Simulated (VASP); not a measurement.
# Si (Fd-3m) in VASP: further runs

One crystal, Si, is run at these levels: PBE; tasks: dielectric tensor.

Everything below comes from runs of VASP 6.6.1. Logs are shortened: lines on timing, memory, paths and dates and some standing lists are left out, and cuts for length are marked.

### 1 Starting point

The structure is cubic, space group Fd-3m (No. 227). Conventional cell: a = 5.444 Å, b = 5.444 Å, c = 5.444 Å, α = 90.00°, β = 90.00°, γ = 90.00°. Si (site symmetry -43m) is surrounded by 4 Si at 2.36 Å.

### 2 Dielectric tensor, PBE

Input file INCAR:

```
PREC     = Accurate       # precision mode
ENCUT    = 340            # plane-wave cutoff, eV
EDIFF    = 1E-8           # SCF threshold, eV
ISMEAR   = 0              # smearing method
SIGMA    = 0.01           # smearing width, eV
LREAL    = False          # projectors in reciprocal space
LASPH    = True           # aspherical terms in the spheres
NELM     = 100            # most SCF steps
ALGO     = Normal         # electronic algorithm
ISIF     = 2              # what is computed and relaxed
LWAVE    = False          # write WAVECAR
LCHARG   = False          # write CHGCAR
GGA      = PE             # functional
LEPSILON = True           # dielectric tensor by DFPT
```

Input file KPOINTS:

```
Automatic mesh
0
Gamma
  10 10 10
```

Input file POSCAR:

```
Si
1.0
    0.0000000000      2.7218511865      2.7218511865
    2.7218511865      0.0000000000      2.7218511865
    2.7218511865      2.7218511865      0.0000000000
Si
2
Direct
    0.5000000000      0.5000000000      0.5000000000
    0.7500000000      0.7500000000      0.7500000000
```

Potentials or basis: VASP PAW PBE potentials, release 64 (Si).

Launch:

```console
$ cat potpaw_PBE.64/Si/POTCAR > POTCAR
$ mpirun -np 1 vasp_std > vasp.out
```

OUTCAR:

```text
PREC = Accurate
   ENCUT = 340
   EDIFF = 1E-8
   ISMEAR = 0
   LREAL = False
   LASPH = True
   NELM = 100
   ISIF = 2
   GGA = PE
   LEPSILON = True

 Found     47 irreducible k-points:

 Following reciprocal coordinates:
            Coordinates               Weight
  0.000000  0.000000  0.000000      1.000000
  0.100000  0.000000  0.000000      8.000000
  0.200000  0.000000  0.000000      8.000000
  0.300000  0.000000  0.000000      8.000000
  0.400000  0.000000  0.000000      8.000000
  0.500000  0.000000  0.000000      4.000000
   k-points           NKPTS =     47   k-points in BZ     NKDIM =     47   number of bands    NBANDS=      8
   number of dos      NEDOS =    301   number of ions     NIONS =      2
   total plane-waves  NPLWV =  13824
   dimension x,y,z NGX =    24 NGY =   24 NGZ =   24
   dimension x,y,z NGXF=    48 NGYF=   48 NGZF=   48
   ions per type =               2
   NGX,Y,Z   is equivalent  to a cutoff of  10.37, 10.37, 10.37 a.u.
   NGXF,Y,Z  is equivalent  to a cutoff of  20.73, 20.73, 20.73 a.u.
 SYSTEM =  unknown system
   PREC   = accura    normal or accurate (medium, high low for compatibility)
   ISTART =      0    job   : 0-new  1-cont  2-samecut
   ICHARG =      2    charge: 1-file 2-atom 10-const
   ISPIN  =      1    spin polarized calculation?
   LNONCOLLINEAR =      F non collinear calculations
   LSORBIT =      F    spin-orbit coupling
   LASPH  =      T    aspherical Exc in radial PAW
   ENCUT  =  340.0 eV  24.99 Ry    5.00 a.u.   5.79  5.79  5.79*2*pi/ulx,y,z
   NELM   =    100;   NELMIN=  2; NELMDL= -5     # of ELM steps
   EDIFF  = 0.1E-07   stopping-criterion for ELM
   LREAL  =      F    real-space projection
   EDIFFG = 0.1E-06   stopping-criterion for IOM
   NSW    =      0    number of steps for IOM
   IBRION =     -1    ionic relax: 0-MD 1-quasi-New 2-CG
   NFREE  =      0    steps in history (QN), initial steepest desc. (CG)
   ISIF   =      2    stress and relaxation
   ISYM   =      2    0-nonsym 1-usesym 2-fastsym
   POTIM  = 0.5000    time-step for ionic-motion
   TEBEG  =    0.0;   TEEND  =   0.0 temperature during run
   PSTRESS=    0.0 pullay stress
   NELECT =       8.0000    total number of electrons
   NUPDOWN=      -1.0000    fix difference up-down
   EMIN   =  10.00;   EMAX   =-10.00  energy-range for DOS
   EFERMI =   0.00;   METHOD = LEGACY
   ISMEAR =     0;   SIGMA  =   0.01  broadening in eV -4-tet -1-fermi 0-gaus
   EFERMI_NEDOS =   21; number of points for ismear=-14 and -15
   IALGO  =     38    algorithm
   IMIX   =      4    mixing-type and parameters
     AMIX     =   0.40;   BMIX     =  1.00
     AMIX_MAG =   1.60;   BMIX_MAG =  1.00
  volume/ion in A,a.u.               =      20.16       136.08
  Fermi-wavevector in a.u.,A,eV,Ry     =   0.954766  1.804247 12.402783  0.911579
  Thomas-Fermi vector in A             =   2.083543
   LORBIT       =      0    0 simple, 1 ext, 2 COOP (PROOUT), +10 PAW based schemes
   GGA     = PE    functional components
   LHFCALC =     F    Hartree Fock is set to
   AEXX    =    0.0000 exact exchange contribution
   IVDW    =     0    specifies the selected vdW correction
   LEPSILON=     T    determine dielectric tensor
   LRPA    =     F    only Hartree local field effects (RPA)
 non-spin polarized calculation
 Gauss-broadening in eV      SIGMA  =   0.01
  energy-cutoff  :      340.00
  volume of cell :       40.33
 maximum number of plane-waves:       589
   NGX = 11   NGY = 11   NGZ = 11

--------------------------------------- Ionic step        1  -------------------------------------------

 number of electron       7.9999999 magnetization

 E-fermi :   5.7997     XC(G=0):  -9.3810

 val. band max:        5.7549924907   @ k =   0.0000   0.0000   0.0000
 cond. band min:       6.3502408681   @ k =   0.4000   0.4000   0.0000
 fundamental gap:      0.5952483774
 Fermi energy:         5.7996983171

 k-point     1 :       0.0000    0.0000    0.0000
  band No.  band energies     occupation
      1      -6.1546      2.00000
      2       5.7550      2.00000
      3       5.7550      2.00000
      4       5.7550      2.00000
      5       8.3194      0.00000
      6       8.3194      0.00000
      7       8.3194      0.00000
      8       9.0449      0.00000

 k-point     2 :       0.1000    0.0000    0.0000
  band No.  band energies     occupation
      1      -6.0244      2.00000
      2       4.6114      2.00000
      3       5.5580      2.00000
      4       5.5580      2.00000
      5       8.3145      0.00000
      6       8.6086      0.00000
      7       8.6086      0.00000
      8       9.9824      0.00000

 k-point     3 :       0.2000    0.0000    0.0000
  band No.  band energies     occupation
      1      -5.6403      2.00000
      2       2.7568      2.00000
      3       5.1798      2.00000
      4       5.1798      2.00000
      5       7.9546      0.00000
      6       9.1145      0.00000
      7       9.1145      0.00000
      8      11.7498      0.00000

 k-point     4 :       0.3000    0.0000    0.0000
  band No.  band energies     occupation
      1      -5.0291      2.00000
      2       0.9802      2.00000
      3       4.8465      2.00000
      4       4.8465      2.00000
      5       7.5923      0.00000
      6       9.2882      0.00000
      7       9.2882      0.00000
      8      13.3476      0.00000

 k-point     5 :       0.4000    0.0000    0.0000
  band No.  band energies     occupation
      1      -4.2880      2.00000
      2      -0.4864      2.00000
      3       4.6349      2.00000
      4       4.6349      2.00000
      5       7.3524      0.00000
      6       9.1747      0.00000
      7       9.1747      0.00000
      8      13.5854      0.00000

 k-point     6 :       0.5000    0.0000    0.0000
  band No.  band energies     occupation
      1      -3.8412      2.00000
      2      -1.1783      2.00000
      3       4.5635      2.00000
      4       4.5635      2.00000
      5       7.2703      0.00000
      6       9.1004      0.00000
      7       9.1004      0.00000
      8      13.4761      0.00000

 [... further k-points ...]

  FORCE on cell =-STRESS in cart. coord.  units (eV):
  Direction    XX          YY          ZZ          XY          YZ          ZX
  --------------------------------------------------------------------------------------
  -------------------------------------------------------------------------------------
  Total        0.3013751      0.3013751      0.3013751      0.0000000      0.0000000     -0.0000000
  in kB       11.9727761     11.9727761     11.9727761      0.0000000      0.0000000     -0.0000000
  external PRESSURE =      11.9727761 kB  Pullay stress =       0.0000000 kB

 VOLUME and BASIS-vectors are now :
 -----------------------------------------------------------------------------
  energy-cutoff  :      340.00
  volume of cell :       40.33
      direct lattice vectors                 reciprocal lattice vectors
     0.000000000  2.721851186  2.721851186    -0.183698507  0.183698507  0.183698507
     2.721851186  0.000000000  2.721851186     0.183698507 -0.183698507  0.183698507
     2.721851186  2.721851186  0.000000000     0.183698507  0.183698507 -0.183698507

 POSITION                                       TOTAL-FORCE (eV/Angst)
 -----------------------------------------------------------------------------------
      2.72185      2.72185      2.72185         0.000000      0.000000      0.000000
      4.08278      4.08278      4.08278        -0.000000     -0.000000     -0.000000
 -----------------------------------------------------------------------------------
    total drift:                                0.000000      0.000000      0.000000

  FREE ENERGIE OF THE ION-ELECTRON SYSTEM (eV)
  ---------------------------------------------------
  free  energy   TOTEN  =       -10.8443819068 eV

  energy  without entropy=      -10.8443819068  energy(sigma->0) =      -10.84438191

 HEAD OF MICROSCOPIC STATIC DIELECTRIC TENSOR (INDEPENDENT PARTICLE, excluding Hartree and local field effects)
 ------------------------------------------------------
          13.922955     0.000000     0.000000
           0.000000    13.922955     0.000000
           0.000000     0.000000    13.922955
 ------------------------------------------------------

 Free energy of the ion-electron system (eV)
  ---------------------------------------------------
  ---------------------------------------------------
  free energy    TOTEN  =        -1.47170617 eV

  energy without entropy =       -1.47170617

------------------------ aborting loop because EDIFF is reached ----------------------------------------

--------------------------------------- Ionic step        2  -------------------------------------------

------------------------ aborting loop because EDIFF is reached ----------------------------------------

--------------------------------------- Ionic step        3  -------------------------------------------

 Free energy of the ion-electron system (eV)
  ---------------------------------------------------
  ---------------------------------------------------
  free energy    TOTEN  =        -1.47170612 eV

  energy without entropy =       -1.47170612

------------------------ aborting loop because EDIFF is reached ----------------------------------------

 PIEZOELECTRIC TENSOR FIELD DIRECTION 3  (e Angst)
 -----------------------------------------------------------------------------
     0.00152  0.00000  0.00000           (  0.00000  0.00000  0.00000)
    -0.00000  0.00152  0.00000           (  0.00000  0.00000  0.00000)
     0.00000  0.00000 -0.00745           (  0.00000  0.00000  0.00000)

 PIEZOELECTRIC TENSOR FIELD DIRECTION 3  (C/m^2)
 -----------------------------------------------------------------------------
     0.00061  0.00000  0.00000
    -0.00000  0.00061  0.00000
     0.00000  0.00000 -0.00296

 MACROSCOPIC STATIC DIELECTRIC TENSOR (including local field effects in DFT)
 ------------------------------------------------------
          13.305649    -0.000000    -0.000000
          -0.000000    13.305649     0.000000
           0.000000     0.000000    13.305649
 ------------------------------------------------------

 PIEZOELECTRIC TENSOR (including local field effects)  for field in x, y, z        (e  Angst)
          XX          YY          ZZ          XY          YZ          ZX
  --------------------------------------------------------------------------------
  x     0.00000     0.00000     0.00000     0.00000    -0.00000    -0.00000
  y    -0.00000     0.00000    -0.00000    -0.00000     0.00000    -0.00000
  z     0.00000     0.00000     0.00000    -0.00000     0.00000     0.00000

 PIEZOELECTRIC TENSOR (including local field effects)  for field in x, y, z        (C/m^2)
          XX          YY          ZZ          XY          YZ          ZX
  --------------------------------------------------------------------------------
  x     0.00000     0.00000     0.00000     0.00000    -0.00000    -0.00000
  y    -0.00000     0.00000    -0.00000    -0.00000     0.00000    -0.00000
  z     0.00000     0.00000     0.00000    -0.00000     0.00000     0.00000

 BORN EFFECTIVE CHARGES (including local field effects) (in |e|, cummulative output)
 ---------------------------------------------------------------------------------
 ion    1
    1    -0.00000     0.00000     0.00000
    2     0.00000    -0.00000    -0.00000
    3     0.00000    -0.00000    -0.00000
 ion    2
    1     0.00000    -0.00000    -0.00000
    2     0.00000     0.00000     0.00000
    3    -0.00000     0.00000     0.00000
```

Wall time 59 s (1 thread of AMD EPYC 9R45 (Zen 5), shared host); peak memory 0.13 GiB.

The run converged, but some of its settings lie outside the range that counts as converged, so its numbers aren't taken as properties of the crystal.

What came out:

| Item | Value |
| --- | --- |
| Band gap on the k mesh | 0.60 eV, indirect (least direct gap 2.56 eV) |
| Electronic dielectric tensor (diagonal) | 13.31 |
| Born charges (mean of the diagonal) | Si +0.00 e |

Caveat: the gap is small at this level, which inflates the dielectric constant.

### 3 Dielectric tensor, PBE

INCAR: that of step 2 with these lines changed.

```diff
@@ -1,3 +1,3 @@
 PREC     = Accurate       # precision mode
-ENCUT    = 340            # plane-wave cutoff, eV
+ENCUT    = 650            # plane-wave cutoff, eV
 EDIFF    = 1E-8           # SCF threshold, eV
```

Input file KPOINTS:

```
Automatic mesh
0
Gamma
  8 8 8
```

POSCAR is that of step 2.

Potentials or basis: VASP PAW PBE potentials, release 64 (Si).

Launch:

```console
$ cat potpaw_PBE.64/Si/POTCAR > POTCAR
$ mpirun -np 1 vasp_std > vasp.out
```

OUTCAR:

```text
PREC = Accurate
   ENCUT = 650
   EDIFF = 1E-8
   ISMEAR = 0
   LREAL = False
   LASPH = True
   NELM = 100
   ISIF = 2
   GGA = PE
   LEPSILON = True

 Found     29 irreducible k-points:

 Following reciprocal coordinates:
            Coordinates               Weight
  0.000000  0.000000  0.000000      1.000000
  0.125000  0.000000  0.000000      8.000000
  0.250000  0.000000  0.000000      8.000000
  0.375000  0.000000  0.000000      8.000000
  0.500000  0.000000  0.000000      4.000000
  0.125000  0.125000  0.000000      6.000000
   k-points           NKPTS =     29   k-points in BZ     NKDIM =     29   number of bands    NBANDS=      8
   number of dos      NEDOS =    301   number of ions     NIONS =      2
   total plane-waves  NPLWV =  32768
   dimension x,y,z NGX =    32 NGY =   32 NGZ =   32
   dimension x,y,z NGXF=    64 NGYF=   64 NGZF=   64
   ions per type =               2
   NGX,Y,Z   is equivalent  to a cutoff of  13.82, 13.82, 13.82 a.u.
   NGXF,Y,Z  is equivalent  to a cutoff of  27.64, 27.64, 27.64 a.u.
 SYSTEM =  unknown system
   PREC   = accura    normal or accurate (medium, high low for compatibility)
   ISTART =      0    job   : 0-new  1-cont  2-samecut
   ICHARG =      2    charge: 1-file 2-atom 10-const
   ISPIN  =      1    spin polarized calculation?
   LNONCOLLINEAR =      F non collinear calculations
   LSORBIT =      F    spin-orbit coupling
   LASPH  =      T    aspherical Exc in radial PAW
   ENCUT  =  650.0 eV  47.77 Ry    6.91 a.u.   8.00  8.00  8.00*2*pi/ulx,y,z
   NELM   =    100;   NELMIN=  2; NELMDL= -5     # of ELM steps
   EDIFF  = 0.1E-07   stopping-criterion for ELM
   LREAL  =      F    real-space projection
   EDIFFG = 0.1E-06   stopping-criterion for IOM
   NSW    =      0    number of steps for IOM
   IBRION =     -1    ionic relax: 0-MD 1-quasi-New 2-CG
   NFREE  =      0    steps in history (QN), initial steepest desc. (CG)
   ISIF   =      2    stress and relaxation
   ISYM   =      2    0-nonsym 1-usesym 2-fastsym
   POTIM  = 0.5000    time-step for ionic-motion
   TEBEG  =    0.0;   TEEND  =   0.0 temperature during run
   PSTRESS=    0.0 pullay stress
   NELECT =       8.0000    total number of electrons
   NUPDOWN=      -1.0000    fix difference up-down
   EMIN   =  10.00;   EMAX   =-10.00  energy-range for DOS
   EFERMI =   0.00;   METHOD = LEGACY
[... 139 lines left out ...]
 Free energy of the ion-electron system (eV)
  ---------------------------------------------------
  ---------------------------------------------------
  free energy    TOTEN  =        -1.56140899 eV

  energy without entropy =       -1.56140899

------------------------ aborting loop because EDIFF is reached ----------------------------------------

--------------------------------------- Ionic step        2  -------------------------------------------

------------------------ aborting loop because EDIFF is reached ----------------------------------------

--------------------------------------- Ionic step        3  -------------------------------------------

 Free energy of the ion-electron system (eV)
  ---------------------------------------------------
  ---------------------------------------------------
  free energy    TOTEN  =        -1.56140895 eV

  energy without entropy =       -1.56140895

------------------------ aborting loop because EDIFF is reached ----------------------------------------

 PIEZOELECTRIC TENSOR FIELD DIRECTION 3  (e Angst)
 -----------------------------------------------------------------------------
     0.00256  0.00000  0.00000           (  0.00001  0.00000  0.00000)
     0.00000  0.00256  0.00000           (  0.00000  0.00001  0.00000)
     0.00000  0.00000 -0.00873           (  0.00000  0.00000 -0.00000)

 PIEZOELECTRIC TENSOR FIELD DIRECTION 3  (C/m^2)
 -----------------------------------------------------------------------------
     0.00102  0.00000  0.00000
     0.00000  0.00102  0.00000
     0.00000  0.00000 -0.00347

 MACROSCOPIC STATIC DIELECTRIC TENSOR (including local field effects in DFT)
 ------------------------------------------------------
          14.061618    -0.000000     0.000000
           0.000000    14.061618     0.000000
          -0.000000    -0.000000    14.061618
 ------------------------------------------------------

 PIEZOELECTRIC TENSOR (including local field effects)  for field in x, y, z        (e  Angst)
          XX          YY          ZZ          XY          YZ          ZX
  --------------------------------------------------------------------------------
  x     0.00000    -0.00000    -0.00000     0.00000    -0.00000     0.00000
  y     0.00000     0.00000    -0.00000     0.00000     0.00000    -0.00000
  z     0.00000     0.00000     0.00000    -0.00000     0.00000     0.00000

 PIEZOELECTRIC TENSOR (including local field effects)  for field in x, y, z        (C/m^2)
          XX          YY          ZZ          XY          YZ          ZX
  --------------------------------------------------------------------------------
  x     0.00000    -0.00000    -0.00000     0.00000    -0.00000     0.00000
  y     0.00000     0.00000    -0.00000     0.00000     0.00000    -0.00000
  z     0.00000     0.00000     0.00000    -0.00000     0.00000     0.00000

 BORN EFFECTIVE CHARGES (including local field effects) (in |e|, cummulative output)
 ---------------------------------------------------------------------------------
 ion    1
    1    -0.00000    -0.00000     0.00000
    2     0.00000    -0.00000     0.00000
    3     0.00000    -0.00000    -0.00000
 ion    2
    1     0.00000     0.00000     0.00000
    2     0.00000     0.00000    -0.00000
    3    -0.00000     0.00000     0.00000
```

stdout:

```text
POSCAR found type information on POSCAR Si
 POSCAR found :  1 types and       2 ions
 scaLAPACK will be used
 LDA part: xc-table for (Slater+PW92), standard interpolation
 POSCAR, INCAR and KPOINTS ok, starting setup
 FFT: planning ... GRIDC
 FFT: planning ... GRID_SOFT
 FFT: planning ... GRID
 WAVECAR not read
 entering main loop
 Linear response reoptimize wavefunctions to high precision
 Linear response G [H, r] |phi>, progress :
  Direction:   1
 Linear response G [H, r] |phi>, progress :
  Direction:   2
 Linear response G [H, r] |phi>, progress :
  Direction:   3
 Linear response to external field (no local field effect), progress :
  Direction:   1
 dielectric tensor                  component  1 :    18.379    10.499     2.010
 Linear response to external field (no local field effect), progress :
  Direction:   2
 dielectric tensor                  component  2 :    10.499    18.488    -2.197
 Linear response to external field (no local field effect), progress :
  Direction:   3
 dielectric tensor                  component  3 :     2.010    -2.197     7.184
 Linear response to external field, progress :
  Direction:   1
 dielectric tensor                  component  1 :    14.062     7.198     1.731
 Linear response to external field, progress :
  Direction:   2
 dielectric tensor                  component  2 :     6.895    14.062    -1.330
 Linear response to external field, progress :
  Direction:   3
 dielectric tensor                  component  3 :     1.340     4.082    14.062
 Born effective charges drift removed
```

It took 88 s on 1 thread of AMD EPYC 9R45 (Zen 5), shared host; peak memory 0.19 GiB.

The run converged, but some of its settings lie outside the range that counts as converged, so its numbers aren't taken as properties of the crystal.

Results:

- Band gap on the k mesh: 0.63 eV, indirect (least direct gap 2.56 eV)
- Electronic dielectric tensor (diagonal): 14.06
- Born charges (mean of the diagonal): Si +0.00 e

Caveat: the gap is small at this level, which inflates the dielectric constant.

[end of part 1 of 2]
